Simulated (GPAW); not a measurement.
Set up this calculation in GPAW 26.7.0, as an ASE script.

- Task: electron localisation function
- Functional: C09-vdW
- Potentials or basis: GPAW PAW data sets (gpaw-data 1.2.1)
- Cutoff: 600 eV
- Basis: pw
- k mesh: 8 × 8 × 3
- Occupations: fermi-dirac, width 0.05 eV
- Spin: no spin polarisation
- Maxiter: 150

The structure of ZnS (Wurtzite-4H) lies in POSCAR:

```
ZnS
1.0
    3.8227000000      0.0000000000      0.0000000000
   -1.9113500000      3.3105553110      0.0000000000
    0.0000000000      0.0000000000     12.5200000000
Zn S
4 4
Direct
    0.6666666667      0.3333333333      0.7500000000
    0.3333333333      0.6666666667      0.2500000000
    0.0000000000      0.0000000000      0.5000000000
    0.0000000000      0.0000000000      0.0000000000
    0.6666666667      0.3333333333      0.9375000000
    0.3333333333      0.6666666667      0.4375000000
    0.0000000000      0.0000000000      0.6875000000
    0.0000000000      0.0000000000      0.1875000000
```

These files were run (other wordings do the same):

run.py

```python
from ase.dft.bandgap import bandgap
from ase.io import read, write
from ase.units import Bohr
from gpaw import GPAW, PW
from gpaw.elf import elf_from_dft_calculation

atoms = read('POSCAR')

calc = GPAW(mode=PW(600),
            xc={'name': 'C09-vdW', 'backend': 'libvdwxc'},
            kpts={'size': (8, 8, 3), 'gamma': True},
            occupations={'name': 'fermi-dirac', 'width': 0.05},
            nbands=57,
            convergence={'density': 1e-05, 'energy': 1e-05},
            maxiter=150,
            txt='gpaw.txt')
atoms.calc = calc
energy = atoms.get_potential_energy()
forces = atoms.get_forces()
calc.write('gs.gpw')
write('result.traj', atoms)
print(f'Energy: {energy:.6f} eV')
print('Forces (eV/A):')
print(forces.round(4))
print('Fermi level:', round(calc.get_fermi_level(), 4), 'eV')
print(f'Gap: {bandgap(calc)[0]:.4f} eV, direct: {bandgap(calc, direct=True)[0]:.4f} eV')

# fields on the real-space grid
write('density.cube', atoms, data=calc.get_pseudo_density() * Bohr**3)
write('potential.cube', atoms, data=calc.get_electrostatic_potential())
write('elf.cube', atoms, data=elf_from_dft_calculation(calc).data)
```

Potentials or basis: GPAW PAW data sets (gpaw-data 1.2.1), pw.

Run with:

```sh
$ OMP_NUM_THREADS=1 python run.py
```

Results of the run:

The largest force is 0.048 eV/Å and the band gap on the k mesh is 2.08 eV, direct.

Caveat: the PAW data sets were made with another functional, which shifts forces and pressure a little; an odd mesh through Γ misses points on the zone boundary, where band edges often lie.

It took 5.6 min on 1 thread of Arm Neoverse N1 (shared host), peak memory 0.43 GiB.
